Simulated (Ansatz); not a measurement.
**Trigonal tellurium under r²SCAN: convergence with the plane-wave cutoff**

Aim: find which plane-wave cutoff is enough for energy and pressure. The geometry was relaxed under r²SCAN beforehand and stays fixed; 9 values are run, from 150 to 800 eV. Wanted are the values from which on the energy stays within 10 and 1 meV/atom, and the pressure within 0.5 GPa, of the last run. Within the series other settings stay, but some runs also write fields, which adds to their time. Spin polarisation is left out.

Computed with Ansatz 0.2.0 (DFT r²SCAN, plane waves with PAW, scalar-relativistic, unless a step says otherwise).

## (1) The system as given

The structure is trigonal, space group P3_121 (No. 152). Conventional cell: a = 4.632 Å, b = 4.632 Å, c = 5.887 Å, α = 90.00°, β = 90.00°, γ = 120.00°. Around Te (site symmetry 2) lie 2 Te at 2.83 Å.

Coordinates:

```
Te
1.0
     4.63249    0.00000    0.00000
    -2.31624    4.01185    0.00000
     0.00000    0.00000    5.88690
Te
3
Direct
  0.25359 0.00000 0.33333
  0.00000 0.25359 0.66667
  0.74641 0.74641 0.00000
```

## (2) The usual settings first

input.yaml

```yaml
crystal:
  lattice:
    - [4.632489587, 0.0, 0.0]
    - [-2.3162447935, 4.0118536651, 0.0]
    - [0.0, 0.0, 5.8869033494]
  atoms:
    - { symbol: Te, position: [0.2535874851, 0.0, 0.3333333333] }
    - { symbol: Te, position: [1.0, 0.2535874851, 0.6666666667] }
    - { symbol: Te, position: [0.7464125149, 0.7464125149, 0.0] }
hamiltonian:
  xc: r2scan
  pseudopotentials:
    kind: paw
    azcp:
      Te: "pseudopotentials/Te.paw.azcp"
basis:
  ecutwfc: 500
  fft_grid_basis: typed
kpoints:
  mp_grid: { grid: [7, 7, 5], shift: [0, 0, 0] }
magnetization:
  spin_polarized: false
scf:
  occupations: { method: fermi_dirac, width: 0.05 }
  lower_state_search: "off"
output:
  stress: true
  write_density: true
  write_potential: true
  elf: true
  volumetric_format: npy
```

Started as:

```sh
$ ansatz run input.yaml --threads 2 --pin off --max-ram 5120MiB --backend cpu --events-out ev --progress --plain --runs-dir out
```

## (3) Run at 150 eV

The run at 150 eV.

Edit input.yaml of step 2 so:

```diff
@@ -16,6 +16,6 @@
 basis:
-  ecutwfc: 500
+  ecutwfc: 150
   fft_grid_basis: typed
 kpoints:
-  mp_grid: { grid: [7, 7, 5], shift: [0, 0, 0] }
+  mp_grid: { grid: [8, 8, 6], shift: [0, 0, 0] }
 magnetization:
@@ -27,5 +27 @@
   stress: true
-  write_density: true
-  write_potential: true
-  elf: true
-  volumetric_format: npy
```

## (4) Run at 200 eV

The run at 200 eV.

Edit input.yaml of step 3 so:

```diff
@@ -16,3 +16,3 @@
 basis:
-  ecutwfc: 150
+  ecutwfc: 200
   fft_grid_basis: typed
```

## (5) Run at 250 eV

The run at 250 eV.

Edit input.yaml of step 4 so:

```diff
@@ -16,3 +16,3 @@
 basis:
-  ecutwfc: 200
+  ecutwfc: 250
   fft_grid_basis: typed
@@ -27 +27,5 @@
   stress: true
+  write_density: true
+  write_potential: true
+  elf: true
+  volumetric_format: npy
```

## (6) Run at 300 eV

The run at 300 eV.

Edit input.yaml of step 5 so:

```diff
@@ -16,3 +16,3 @@
 basis:
-  ecutwfc: 250
+  ecutwfc: 300
   fft_grid_basis: typed
@@ -27,5 +27 @@
   stress: true
-  write_density: true
-  write_potential: true
-  elf: true
-  volumetric_format: npy
```

## (7) Run at 350 eV

The run at 350 eV.

Edit input.yaml of step 6 so:

```diff
@@ -16,3 +16,3 @@
 basis:
-  ecutwfc: 300
+  ecutwfc: 350
   fft_grid_basis: typed
@@ -27 +27,5 @@
   stress: true
+  write_density: true
+  write_potential: true
+  elf: true
+  volumetric_format: npy
```

## (8) Run at 420 eV

The run at 420 eV.

Edit input.yaml of step 7 so:

```diff
@@ -16,3 +16,3 @@
 basis:
-  ecutwfc: 350
+  ecutwfc: 420
   fft_grid_basis: typed
```

## (9) Run at 500 eV

The run at 500 eV.

Edit input.yaml of step 8 so:

```diff
@@ -16,3 +16,3 @@
 basis:
-  ecutwfc: 420
+  ecutwfc: 500
   fft_grid_basis: typed
@@ -27,5 +27 @@
   stress: true
-  write_density: true
-  write_potential: true
-  elf: true
-  volumetric_format: npy
```

## (10) Run at 600 eV

The run at 600 eV.

Edit input.yaml of step 9 so:

```diff
@@ -16,3 +16,3 @@
 basis:
-  ecutwfc: 500
+  ecutwfc: 600
   fft_grid_basis: typed
```

## (11) Run at 800 eV

The run at 800 eV.

Edit input.yaml of step 10 so:

```diff
@@ -16,3 +16,3 @@
 basis:
-  ecutwfc: 600
+  ecutwfc: 800
   fft_grid_basis: typed
@@ -27 +27,5 @@
   stress: true
+  write_density: true
+  write_potential: true
+  elf: true
+  volumetric_format: npy
```

(Steps that only read results are left out.)

Before running it: what results should come out?

As calculated:

| quantity | value |
| --- | --- |
| E(σ → 0) stays within 10 meV/atom of 800 eV | from 350 eV on |
| E(σ → 0) stays within 1 meV/atom | from 600 eV on |
| pressure stays within 0.5 GPa | from 250 eV on |
| pressure at 800 eV | -0.01 GPa |
| CPU time, dearest over cheapest | 10 |
| run at the usual settings (mesh 7×7×5 against the series' 8×8×6, 500 eV) | +1.2 meV/atom from 800 eV, 0.00 GPa |

The far end, 150 eV, lies +54257 meV/atom and -1.1 GPa from the yardstick. The energy falls at each step up in cutoff, as the variational principle asks. Total energies within 1 meV/atom need 600 eV; differences between like structures often settle sooner. Too low a cutoff pulls the pressure down (Pulay stress). The cell taken over is 7 % larger than the measured one (33.92 Å³/atom, COD).
